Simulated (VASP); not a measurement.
# Pd (Im-3m) in VASP: notebook

Runs on Pd. Level: PBE. Tasks: single point.

All numbers are computed with VASP 6.6.1; they aren't measurements. Logs are shortened: lines on timing, memory, paths and dates and some standing lists are left out, and cuts for length are marked.

## 1. The crystal as given

The structure is cubic, space group Im-3m (No. 229). Conventional cell: a = 3.145 Å, b = 3.145 Å, c = 3.145 Å, α = 90.00°, β = 90.00°, γ = 90.00°. Around Pd (site symmetry m-3m) lie 8 Pd at 2.72 Å.

This isn't the form of Pd at room conditions, which is fcc.

## 2. Single point, PBE

The input, INCAR:

```
SYSTEM = Pd
PREC = Accurate ; ENCUT = 460
EDIFF = 1E-6 ; ISMEAR = 0
SIGMA = 0.1 ; LREAL = .FALSE.
LASPH = .TRUE. ; NELM = 100
ALGO = Normal ; ISIF = 2
LWAVE = .FALSE. ; LCHARG = .FALSE.
GGA = PE ; ADDGRID = .FALSE.
```

The input, KPOINTS:

```
Automatic mesh
0
G
  7 7 7
  0 0 0
```

The input, POSCAR:

```
Pd
1.0
   -1.5722810000      1.5722810000      1.5722810000
    1.5722810000     -1.5722810000      1.5722810000
    1.5722810000      1.5722810000     -1.5722810000
Pd
1
Direct
    0.0000000000      0.0000000000      0.0000000000
```

Potentials or basis: VASP PAW PBE potentials, release 64 (Pd).

Launch:

```sh
> cat potpaw_PBE.64/Pd/POTCAR > POTCAR
> mpirun -np 1 vasp_std > vasp.out
```

OUTCAR:

```text
SYSTEM = Pd
   PREC = Accurate
   ENCUT = 460
   EDIFF = 1E-6
   ISMEAR = 0
   LREAL = .FALSE.
   LASPH = .TRUE.
   NELM = 100
   ISIF = 2
   GGA = PE

 Found     20 irreducible k-points:

 Following reciprocal coordinates:
            Coordinates               Weight
  0.000000  0.000000  0.000000      1.000000
  0.142857  0.000000  0.000000     12.000000
  0.285714  0.000000  0.000000     12.000000
  0.428571  0.000000  0.000000     12.000000
  0.142857  0.142857  0.000000     24.000000
  0.285714  0.142857  0.000000     48.000000
   k-points           NKPTS =     20   k-points in BZ     NKDIM =     20   number of bands    NBANDS=      9
   number of dos      NEDOS =    301   number of ions     NIONS =      1
   total plane-waves  NPLWV =   8000
   dimension x,y,z NGX =    20 NGY =   20 NGZ =   20
   dimension x,y,z NGXF=    40 NGYF=   40 NGZF=   40
   ions per type =               1
   NGX,Y,Z   is equivalent  to a cutoff of  12.21, 12.21, 12.21 a.u.
   NGXF,Y,Z  is equivalent  to a cutoff of  24.42, 24.42, 24.42 a.u.
 SYSTEM =  Pd
   PREC   = accura    normal or accurate (medium, high low for compatibility)
   ISTART =      0    job   : 0-new  1-cont  2-samecut
   ICHARG =      2    charge: 1-file 2-atom 10-const
   ISPIN  =      1    spin polarized calculation?
   LNONCOLLINEAR =      F non collinear calculations
   LSORBIT =      F    spin-orbit coupling
   LASPH  =      T    aspherical Exc in radial PAW
   ENCUT  =  460.0 eV  33.81 Ry    5.81 a.u.   4.76  4.76  4.76*2*pi/ulx,y,z
   NELM   =    100;   NELMIN=  2; NELMDL= -5     # of ELM steps
   EDIFF  = 0.1E-05   stopping-criterion for ELM
   LREAL  =      F    real-space projection
   EDIFFG = 0.1E-04   stopping-criterion for IOM
   NSW    =      0    number of steps for IOM
   IBRION =     -1    ionic relax: 0-MD 1-quasi-New 2-CG
   NFREE  =      0    steps in history (QN), initial steepest desc. (CG)
   ISIF   =      2    stress and relaxation
   ISYM   =      2    0-nonsym 1-usesym 2-fastsym
   POTIM  = 0.5000    time-step for ionic-motion
   TEBEG  =    0.0;   TEEND  =   0.0 temperature during run
   PSTRESS=    0.0 pullay stress
   NELECT =      10.0000    total number of electrons
   NUPDOWN=      -1.0000    fix difference up-down
   EMIN   =  10.00;   EMAX   =-10.00  energy-range for DOS
   EFERMI =   0.00;   METHOD = LEGACY
   ISMEAR =     0;   SIGMA  =   0.10  broadening in eV -4-tet -1-fermi 0-gaus
   EFERMI_NEDOS =   21; number of points for ismear=-14 and -15
   IALGO  =     38    algorithm
   IMIX   =      4    mixing-type and parameters
     AMIX     =   0.40;   BMIX     =  1.00
     AMIX_MAG =   1.60;   BMIX_MAG =  1.00
  volume/ion in A,a.u.               =      15.55       104.92
  Fermi-wavevector in a.u.,A,eV,Ry     =   1.413160  2.670485 27.171123  1.997021
  Thomas-Fermi vector in A             =   2.534834
   LORBIT       =      0    0 simple, 1 ext, 2 COOP (PROOUT), +10 PAW based schemes
   GGA     = PE    functional components
   LHFCALC =     F    Hartree Fock is set to
   AEXX    =    0.0000 exact exchange contribution
   IVDW    =     0    specifies the selected vdW correction
   LEPSILON=     F    determine dielectric tensor
   LRPA    =     F    only Hartree local field effects (RPA)
 non-spin polarized calculation
 Gauss-broadening in eV      SIGMA  =   0.10
  energy-cutoff  :      460.00
  volume of cell :       15.55
 maximum number of plane-waves:       369
   NGX =  9   NGY =  9   NGZ =  9

 number of electron      10.0000005 magnetization

 Free energy of the ion-electron system (eV)
  ---------------------------------------------------
  ext. energy  EPLUGINS =         0.00000000
  ---------------------------------------------------
  free energy    TOTEN  =        -5.18165553 eV

  energy without entropy =       -5.17050354  energy(sigma->0) =       -5.17607953

 E-fermi :   8.9815     XC(G=0): -12.8486

 val. band max:        8.9740185782   @ k =  -0.4286   0.4286   0.4286
 cond. band min:       9.0022149493   @ k =  -0.2857   0.2857   0.1429
 fundamental gap:      0.0281963711
 Fermi energy:         8.9815009290

 k-point     1 :       0.0000    0.0000    0.0000
  band No.  band energies     occupation
      1       2.1906      2.00000
      2       6.2136      2.00000
      3       6.2136      2.00000
      4       6.2136      2.00000
      5       8.0583      2.00000
      6       8.0583      2.00000
      7      28.1917      0.00000
      8      28.1917      0.00000
      9      28.1917      0.00000

 k-point     2 :       0.1429    0.0000    0.0000
  band No.  band energies     occupation
      1       2.9038      2.00000
      2       5.9854      2.00000
      3       6.2220      2.00000
      4       6.7186      2.00000
      5       7.8418      2.00000
      6       8.0788      2.00000
      7      27.2122      0.00000
      8      27.9875      0.00000
      9      29.0138      0.00000

 k-point     3 :       0.2857    0.0000    0.0000
  band No.  band energies     occupation
      1       4.1208      2.00000
      2       5.5072      2.00000
      3       6.8384      2.00000
      4       7.7920      2.00000
      5       8.0106      2.00000
      6       8.1573      2.00000
      7      22.6201      0.00000
      8      25.9327      0.00000
      9      29.8536      0.00000

 k-point     4 :       0.4286    0.0000    0.0000
  band No.  band energies     occupation
      1       4.0797      2.00000
      2       5.1531      2.00000
      3       7.9465      2.00000
      4       8.2552      2.00000
      5       9.2838      0.00002
      6       9.6126      0.00000
      7      17.5551      0.00000
      8      24.1859      0.00000
      9      26.7379      0.00000

 k-point     5 :       0.1429    0.1429    0.0000
  band No.  band energies     occupation
      1       4.0404      2.00000
      2       5.8496      2.00000
      3       5.8889      2.00000
      4       7.6328      2.00000
      5       7.8555      2.00000
      6       8.2543      2.00000
      7      25.3427      0.00000
      8      25.5680      0.00000
      9      29.4229      0.00000

 k-point     6 :       0.2857    0.1429    0.0000
  band No.  band energies     occupation
      1       4.5684      2.00000
      2       5.4011      2.00000
      3       6.7737      2.00000
      4       7.7915      2.00000
      5       8.3761      2.00000
      6      10.1742      0.00000
      7      20.1067      0.00000
      8      23.4429      0.00000
      9      26.5711      0.00000

 [... further k-points ...]

------------------------ aborting loop because EDIFF is reached ----------------------------------------

  FORCE on cell =-STRESS in cart. coord.  units (eV):
  Direction    XX          YY          ZZ          XY          YZ          ZX
  --------------------------------------------------------------------------------------
  -------------------------------------------------------------------------------------
  Total       -0.0823640     -0.0823640     -0.0823640      0.0000000      0.0000000      0.0000000
  in kB       -8.4878427     -8.4878427     -8.4878427      0.0000000      0.0000000      0.0000000
  external PRESSURE =      -8.4878427 kB  Pullay stress =       0.0000000 kB

 VOLUME and BASIS-vectors are now :
 -----------------------------------------------------------------------------
  energy-cutoff  :      460.00
  volume of cell :       15.55
      direct lattice vectors                 reciprocal lattice vectors
    -1.572281000  1.572281000  1.572281000     0.000000000  0.318009313  0.318009313
     1.572281000 -1.572281000  1.572281000     0.318009313  0.000000000  0.318009313
     1.572281000  1.572281000 -1.572281000     0.318009313  0.318009313  0.000000000

 POSITION                                       TOTAL-FORCE (eV/Angst)
 -----------------------------------------------------------------------------------
      0.00000      0.00000      0.00000         0.000000     -0.000000     -0.000000
 -----------------------------------------------------------------------------------
    total drift:                                0.000000     -0.000000      0.000000

  FREE ENERGIE OF THE ION-ELECTRON SYSTEM (eV)
  ---------------------------------------------------
  free  energy   TOTEN  =        -5.1816555288 eV

  energy  without entropy=       -5.1705035390  energy(sigma->0) =       -5.17607953
```

stdout:

```text
POSCAR found type information on POSCAR Pd
 POSCAR found :  1 types and       1 ions
 scaLAPACK will be used
 LDA part: xc-table for (Slater+PW92), standard interpolation
 POSCAR, INCAR and KPOINTS ok, starting setup
 FFT: planning ... GRIDC
 FFT: planning ... GRID_SOFT
 FFT: planning ... GRID
 WAVECAR not read
 entering main loop
```

Run time: 6.6 s. Hardware: 1 thread of Intel Xeon Platinum 8375C at 2.90GHz (Ice Lake), shared host; peak memory 0.12 GiB.

These settings aren't checked as converged: the numbers below hold their error.

What came out:

- Free energy: -5.1817 eV
- Pressure: -0.8 GPa
- Band gap on the k mesh: none (metal or under the smearing width)

Caveat: the k mesh is coarse (spacing up to 0.40 Å⁻¹), so the values aren't converged.

## 3. Single point, PBE

INCAR is that of step 2.

KPOINTS is that of step 2.

The input, POSCAR:

```
Pd
1.0
   -1.5345420000      1.5703810000      1.5719130000
    1.5565800000     -1.5514420000      1.5750130000
    1.5718420000      1.5887420000     -1.5529740000
Pd
1
Direct
    0.0275280000      0.0634310000      0.0341390000
```

Potentials or basis: VASP PAW PBE potentials, release 64 (Pd).

Launch:

```sh
> cat potpaw_PBE.64/Pd/POTCAR > POTCAR
> mpirun -np 1 vasp_std > vasp.out
```

It took 26 s on 1 thread of Intel Xeon Platinum 8375C at 2.90GHz (Ice Lake), shared host; peak memory 0.14 GiB.

The run converged, but some of its settings lie outside the range that counts as converged, so its numbers aren't taken as properties of the crystal.

What came out:

```yaml
Free_energy: -5.1784 eV
Pressure: -0.7 GPa
Band_gap_on_the_k_mesh: none (metal or under the smearing width)
```

Caveat: the k mesh is coarse (spacing up to 0.40 Å⁻¹), so the values aren't converged.

## 4. Single point, PBE

Edit INCAR of step 3 so:

```diff
@@ -1,3 +1,3 @@
 SYSTEM = Pd
-PREC = Accurate ; ENCUT = 460
+PREC = Accurate ; ENCUT = 280
 EDIFF = 1E-6 ; ISMEAR = 0
```

The input, KPOINTS:

```
Automatic mesh
0
G
  9 9 9
  0 0 0
```

The input, POSCAR:

```
Pd
1.0
   -1.5722810000      1.5722810000      1.5722810000
    1.5722810000     -1.5722810000      1.5722810000
    1.5722810000      1.5722810000     -1.5722810000
Pd
1
Direct
    0.0000000000      0.0000000000      0.0000000000
```

Launch:

```sh
> cat potpaw_PBE.64/Pd/POTCAR > POTCAR
> mpirun -np 1 vasp_std > vasp.out
```

Wall time 4.1 s (1 thread of Intel Xeon Platinum 8375C at 2.90GHz (Ice Lake), shared host); peak memory 0.1 GiB.

The run converged, but some of its settings lie outside the range that counts as converged, so its numbers aren't taken as properties of the crystal.

Results:

* Free energy: -5.1923 eV
* Band gap on the k mesh: none (metal or under the smearing width)

Caveat: the cutoff is under 1.25 times the usual one of these potentials, so pressure, stress and relaxed cells hold a basis-set (Pulay) error.

## 5. Single point, PBE

INCAR is that of step 4.

KPOINTS is that of step 4.

The input, POSCAR:

```
Pd
1.0
   -1.5345420000      1.5703810000      1.5719130000
    1.5565800000     -1.5514420000      1.5750130000
    1.5718420000      1.5887420000     -1.5529740000
Pd
1
Direct
    0.0275280000      0.0634310000      0.0341390000
```

Launch:

```sh
> cat potpaw_PBE.64/Pd/POTCAR > POTCAR
> mpirun -np 1 vasp_std > vasp.out
```

Run time: 18 s. Hardware: 1 thread of Intel Xeon Platinum 8375C at 2.90GHz (Ice Lake), shared host; peak memory 0.13 GiB.

These settings aren't checked as converged: the numbers below hold their error.

What came out:

| Quantity | Value |
| --- | --- |
| Free energy | -5.1890 eV |
| Band gap on the k mesh | none (metal or under the smearing width) |

Caveat: the cutoff is under 1.25 times the usual one of these potentials, so pressure, stress and relaxed cells hold a basis-set (Pulay) error.

## 6. Single point, PBE

Edit INCAR of step 5 so:

```diff
@@ -1,3 +1,3 @@
 SYSTEM = Pd
-PREC = Accurate ; ENCUT = 280
+PREC = Accurate ; ENCUT = 520
 EDIFF = 1E-6 ; ISMEAR = 0
```

The input, KPOINTS:

```
Automatic mesh
0
G
  7 7 7
  0 0 0
```

The input, POSCAR:

```
Pd
1.0
   -1.5722810000      1.5722810000      1.5722810000
    1.5722810000     -1.5722810000      1.5722810000
    1.5722810000      1.5722810000     -1.5722810000
Pd
1
Direct
    0.0000000000      0.0000000000      0.0000000000
```

Potentials or basis: VASP PAW PBE potentials, release 64 (Pd).

Launch:

```sh
> cat potpaw_PBE.64/Pd/POTCAR > POTCAR
> mpirun -np 1 vasp_std > vasp.out
```

It took 6.7 s on 1 thread of Intel Xeon Platinum 8375C at 2.90GHz (Ice Lake), shared host; peak memory 0.12 GiB.

The run converged, but some of its settings lie outside the range that counts as converged, so its numbers aren't taken as properties of the crystal.

What came out:

* Free energy: -5.1817 eV
* Pressure: -0.9 GPa
* Band gap on the k mesh: none (metal or under the smearing width)

Caveat: the k mesh is coarse (spacing up to 0.40 Å⁻¹), so the values aren't converged.
